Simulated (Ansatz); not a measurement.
Free-standing chains of the atoms of LiF, named by their start (strip: triangular double chain, ladder: square double chain); atoms and period are relaxed, and energies count from relaxed bulk LiF (Fm-3m, 8.41 Å³/atom, gap on the mesh 8.84 eV).

The calculation used DFT PBE, scalar-relativistic, plane waves, PAW in Ansatz 0.2.0.

Cutoff 420 eV; k points 1×1×20 on the computed 2-atom cell (Γ-centred); Gaussian smearing, width 0.05 eV; collinear spin from starting moments 0.5 0.5 μB.

Start (zigzag chain):

```xyz
2
Lattice="9.8000 0.0000 0.0000 0.0000 9.3000 0.0000 0.0000 0.0000 3.2943" Properties=species:S:1:pos:R:3 pbc="T T T"
Li    4.4882    4.6500    0.0000
F     5.3118    4.6500    1.6472
```

**Question.** Give the relaxed structure and its energy.

**Answer.** The free energy falls by 226 meV/atom.

```
excess energy (eV per host atom)                      : 0.384
period (Å)                                            : 3.406
gap on the mesh (eV)                                  : 6.55
highest filled level or Fermi level under vacuum (eV) : 7.61
size of the moment (μB per cell)                      : 0.00
```

Relaxed structure:
```yaml
crystal:
  lattice:
    - [9.80000, 0.00000, 0.00000]
    - [0.00000, 9.30000, 0.00000]
    - [0.00000, 0.00000, 3.40557]
  atoms:
    - { symbol: Li, position: [0.50001, 0.50000, 0.00000] }
    - { symbol: F, position: [0.49999, 0.50000, 0.50000] }
```

Each run keeps its start's symmetry and one magnetic start, so lower states can exist.

Time: 44 s on 2 threads of Arm Neoverse V1 (shared host), peak memory 0.49 GiB.